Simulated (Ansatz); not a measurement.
# CaS

```xyz
2
Lattice="0.0000 2.8430 2.8430 2.8430 0.0000 2.8430 2.8430 2.8430 0.0000" Properties=species:S:1:pos:R:3 pbc="T T T"
Ca    0.0000    0.0000    0.0000
S     2.8430    2.8430    2.8430
```

Atoms are numbered in the order listed.

The cell is COD entry 1011236, as deposited and not checked against the literature; nothing was relaxed. It is an old determination, and later ones may differ.

Levels of theory: DFT, PBE, all-electron LAPW, scalar-relativistic (Ansatz 0.2.0); DFT, PBE, PAW with Ansatz's default frozen-core files, scalar-relativistic (Ansatz 0.2.0).

For LAPW: a Γ-centred 7×7×7 k mesh, Fermi–Dirac smearing of 0.01 eV, basis error target 0.25 meV/atom, no spin polarisation. PAW takes a cutoff of 420 eV at this cell. The Ansatz runs share mesh, smearing and spin set-up. Values come from LAPW unless marked.

```yaml
Pressure_at_this_cell: 0.79 GPa
Band_gap: 2.35 eV, indirect from Γ to X (0.5, 0, 0.5)
Smallest_direct_gap_on_the_path: 3.16 eV
Löwdin_charges_with_0.27_e_of_the_cell_spilling_out_of_the_atomic_basis_so_their_sizes_and_signs_hang_on_that_basis: Ca1 1.56, S2 -1.30 e
Bader_charges_from_the_PAW_run: Ca1 +1.47, S2 -1.47 e
Volume_per_atom: 22.98 Å³
```
